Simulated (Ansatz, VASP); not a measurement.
## Two plane-wave programs on Cs2AgBiBr6

INCAR

```
ALGO = Normal
EDIFF = 1E-7
EDIFFG = -0.01
ENCUT = 600
GGA = PE
IBRION = 2
ISIF = 3
ISMEAR = -1
LASPH = True
LCHARG = False
LREAL = False
LWAVE = False
NELM = 80
NSW = 60
PREC = Accurate
SIGMA = 0.05
```

KPOINTS

```
k-points
0
Gamma
  3 3 3
```

Contents of POSCAR:

```
Cs2AgBiBr6
1.0
    0.0000000000      5.6161000000      5.6161000000
    5.6161000000      0.0000000000      5.6161000000
    5.6161000000      5.6161000000      0.0000000000
Bi Cs Ag Br
1 2 1 6
Direct
    0.0000000000      0.0000000000      0.0000000000
    0.7500000000      0.7500000000      0.7500000000
    0.2500000000      0.2500000000      0.2500000000
    0.5000000000      0.5000000000      0.5000000000
    0.7494500000      0.7494500000      0.2505500000
    0.2505500000      0.2505500000      0.7494500000
    0.7494500000      0.2505500000      0.2505500000
    0.7494500000      0.2505500000      0.7494500000
    0.2505500000      0.7494500000      0.7494500000
    0.2505500000      0.7494500000      0.2505500000
```

File input.yaml:

```yaml
crystal:
  lattice:
    - [0.0, 5.6161, 5.6161]
    - [5.6161, 0.0, 5.6161]
    - [5.6161, 5.6161, 0.0]
  atoms:
    - { symbol: Bi, position: [0.0, 0.0, 0.0] }
    - { symbol: Cs, position: [0.75, 0.75, 0.75] }
    - { symbol: Cs, position: [0.25, 0.25, 0.25] }
    - { symbol: Ag, position: [0.5, 0.5, 0.5] }
    - { symbol: Br, position: [0.74945, 0.74945, 0.25055] }
    - { symbol: Br, position: [0.25055, 0.25055, 0.74945] }
    - { symbol: Br, position: [0.74945, 0.25055, 0.25055] }
    - { symbol: Br, position: [0.74945, 0.25055, 0.74945] }
    - { symbol: Br, position: [0.25055, 0.74945, 0.74945] }
    - { symbol: Br, position: [0.25055, 0.74945, 0.25055] }
hamiltonian:
  xc: pbe
  pseudopotentials: { kind: paw }
kpoints:
  mp_grid: { grid: [3, 3, 3] }
scf:
  occupations: { method: fermi_dirac, width: 0.05 }
output:
  forces: true
  stress: true
  eigenvalues: true
  write_density: true
  write_potential: true
  elf: true
  volumetric_format: npy
relax:
  f_tol: 0.01
  max_steps: 40
  cell: { stress_tol: 0.05 }
```

Alike in both runs: task relaxation of cell and atoms; functional PBE; k mesh 3 × 3 × 3; occupations fermi-dirac, width 0.05 eV; no spin polarisation.

|  | VASP | Ansatz |
| --- | --- | --- |
| version | VASP 6.6.1 | Ansatz 0.2.0 |
| potentials or method | VASP PAW PBE potentials, release 64 (Bi_d, Cs_sv, Ag, Br) | Ansatz PAW |
| plane-wave cutoff (eV) | 600 | 420 |
| valence electrons in the cell | 86 | 94 |

|  | VASP | Ansatz | Ansatz less VASP |
| --- | --- | --- | --- |
| gap on the k mesh at the Fermi level, each at its own relaxed structure (eV) | 1.90 | 1.90 | -0.001 |
| relaxed volume (Å³/atom) | 37.75 | 37.86 | +0.119 |
| relaxed cell length with the largest relative difference (Å) | 8.112 | 8.121 | +0.0085 |
| energy change over the relaxation (meV/atom) | -14 | -14 | 0.0 |

The two sets of potentials don't hold the same shells in valence.

Caveats: spin-orbit coupling is left out, which as a rule narrows the gap of such compounds by several tenths of an eV; an odd mesh through Γ misses points on the zone boundary, where band edges often lie (VASP); odd divisions of the mesh miss points on the zone boundary, where band edges often lie, so the gap on the mesh can be too wide (Ansatz); the plane-wave basis is chosen anew once the cell has moved, so the energies of steps on either side of that aren't comparable (Ansatz). PBE gaps usually lie below the measured ones, often by a third to a half. PBE usually gives volumes a little too large and moduli too small.
